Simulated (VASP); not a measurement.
Input of a VASP 6.6.1 run:

The input INCAR:

```
ALGO     = Fast           # electronic algorithm
EDIFF    = 1E-8           # SCF threshold, eV
ENCUT    = 520            # plane-wave cutoff, eV
GGA      = PE             # functional
ISIF     = 2              # what is computed and relaxed
ISMEAR   = 0              # smearing method
LASPH    = T              # aspherical terms in the spheres
LCHARG   = F              # write CHGCAR
LEFG     = T            
LREAL    = Auto         
LWAVE    = F              # write WAVECAR
NBANDS   = 46             # bands
NELM     = 60             # most SCF steps
PREC     = Accurate       # precision mode
SIGMA    = 0.01           # smearing width, eV
```

KPOINTS

```
k-points
0
Gamma
  3 3 3
```

File POSCAR:

```
BeTe
1.0
    0.0000000000      5.5400000000      5.5400000000
    5.5400000000      0.0000000000      5.5400000000
    5.5400000000      5.5400000000      0.0000000000
Be Te
8 8
Direct
    0.0000000000      0.0000000000      0.0000000000
    0.0000000000      0.0000000000      0.5000000000
    0.0000000000      0.5000000000      0.0000000000
    0.0000000000      0.5000000000      0.5000000000
    0.5000000000      0.0000000000      0.0000000000
    0.5000000000      0.0000000000      0.5000000000
    0.5000000000      0.5000000000      0.0000000000
    0.5000000000      0.5000000000      0.5000000000
    0.1250000000      0.1250000000      0.1250000000
    0.1250000000      0.1250000000      0.6250000000
    0.1250000000      0.6250000000      0.1250000000
    0.1250000000      0.6250000000      0.6250000000
    0.6250000000      0.1250000000      0.1250000000
    0.6250000000      0.1250000000      0.6250000000
    0.6250000000      0.6250000000      0.1250000000
    0.6250000000      0.6250000000      0.6250000000
```

Potentials or basis: VASP PAW PBE potentials, release 64 (Be, Te).

The run is started by

```console
$ cat potpaw_PBE.64/Be/POTCAR potpaw_PBE.64/Te/POTCAR > POTCAR
$ mpirun -np 1 vasp_std > vasp.out
```

(1) What does it give for the band gap on the k mesh?

(2) What does it give for the pressure?

Answers

(1) 1.85 eV.

(2) 4.5 GPa.

Caveat: spin-orbit coupling is left out, which moves the levels of the heavy elements; an odd mesh through Γ misses points on the zone boundary, where band edges often lie.
